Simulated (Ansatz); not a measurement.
**LAPW volumes and bulk moduli in simple lattices**

All-electron LAPW (Ansatz 0.2.0), scalar-relativistic, no spin, Fermi–Dirac smearing 0.136 eV, k-meshes of 8 to 18 points an axis; Birch–Murnaghan fits to pressures. Some or most of these lattices are hypothetical for the element, and V0 is the minimum nearest the starting volume; lattices without a usable fit are left out; mesh and smearing are coarse, and magnetic elements are treated as non-magnetic.

```csv
element,lattice,functional,V0 (Å³/atom),B0 (GPa),B′,k-points per axis
Au,bcc,LDA,16.60,192,5.8,14
Au,bcc,PBEsol,17.04,172,5.9,14
Au,diamond,LDA,26.31,81,5.8,8
Au,diamond,PBEsol,27.29,69,5.9,8
Au,fcc,LDA,16.58,195,5.8,14
Au,fcc,PBE,17.97,139,6.1,14
Au,fcc,PBEsol,17.02,175,5.9,14
Au,sc,LDA,18.97,148,5.6,12
Au,sc,PBE,20.73,105,5.7,12
Au,sc,PBEsol,19.54,132,5.7,12
```

(1) Give V0 and B0 for diamond Au in PBE.

(2) Give V0 and B0 for bcc Au in PBE.

Answers

(1) 29.22 Å³/atom and 52.6 GPa.

(2) 18.01 Å³/atom and 136.2 GPa.
